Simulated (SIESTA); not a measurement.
HfB2: elastic constants with PBEsol

HfB2:

```
Hf B
1.0
     3.14138    0.00000    0.00000
    -1.57069    2.72051    0.00000
     0.00000    0.00000    3.43643
Hf B
1 2
Direct
  0.00000 0.00000 0.00000
  0.66667 0.33333 0.50000
  0.33333 0.66667 0.50000
```

The cell isn't the ideal one: cell relaxed.

```yaml
Program: SIESTA 5.4.2
Task: elastic constants
Functional: PBEsol
Potentials_or_basis: PseudoDojo 0.4 standard (PBEsol files)
Basis: DZP (energy shift 0.003 Ry; two zetas on semicore shells)
Grid_cutoff: 800 Ry
Energy_shift: 0.003 Ry
k_mesh: 8 × 8 × 6
Occupations: fermi-dirac, width 0.05 eV
Spin: no spin polarisation
force_tolerance: 0.005 eV/Å
Hamiltonian_tolerance: 0.0001 eV
density-matrix_tolerance: 1e-05
```

- Voigt bulk modulus: 265 GPa

Elastic tensor in Voigt notation (GPa, in the Cartesian axes of the cell as first typed):
```
616  59 140   0   0   0
 59 618 140   0   0   0
140 140 472   0   0   0
  0   0   0 277   0   0
  0   0   0   0 277   0
  0   0   0   0   0 279
```

All runs of the series together: 31 min on 1 thread of AMD EPYC 9R45 96-Core Processor (Zen 5), with other jobs on the host.

Caveat: short orbitals over semicore shells can move pressures by several GPa; the basis of atomic orbitals isn't converged, which shifts pressures, moduli and gaps. The run has no spin-orbit coupling, so splittings on Hf are missing.
